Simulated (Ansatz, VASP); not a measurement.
# Two plane-wave programs on KTaO3

```xyz
5
Lattice="4.1033 0.0000 0.0000 0.0000 4.1033 0.0000 0.0000 0.0000 4.1033" Properties=species:S:1:pos:R:3 pbc="T T T"
K     2.0517    2.0517    2.0517
Ta    0.0000    0.0000    0.0000
O     2.0517    0.0000    0.0000
O     0.0000    2.0517    0.0000
O     0.0000    0.0000    2.0517
```

Alike in both runs: task single point; functional PBE; k mesh 8 × 8 × 8; occupations gaussian, width 0.02 eV; no spin polarisation.

```csv
,VASP,Ansatz
version,VASP 6.6.1,Ansatz 0.2.0
potentials or method,"VASP PAW PBE potentials, release 64 (K_sv, Ta_pv, O)","scalar-relativistic, plane waves, PAW"
plane-wave cutoff (eV),520,420
valence electrons in the cell,38,40
```

Ansatz gave:

```
gap on the k mesh at the Fermi level (eV) : 2.02
least direct gap on the mesh (eV)         : 2.66
pressure (GPa)                            : -9.6
```

Question: Estimate VASP's values.

Answer: gap on the k mesh at the Fermi level (eV): 1.98; least direct gap on the mesh (eV): 2.62; pressure (GPa): -9.2.

The two sets of potentials don't hold the same shells in valence.

Caveats: spin-orbit coupling is left out, which moves the levels of the heavy elements. Expect the measured gap to be larger: semilocal functionals such as PBE lack the derivative discontinuity. A k mesh can miss the band edges.
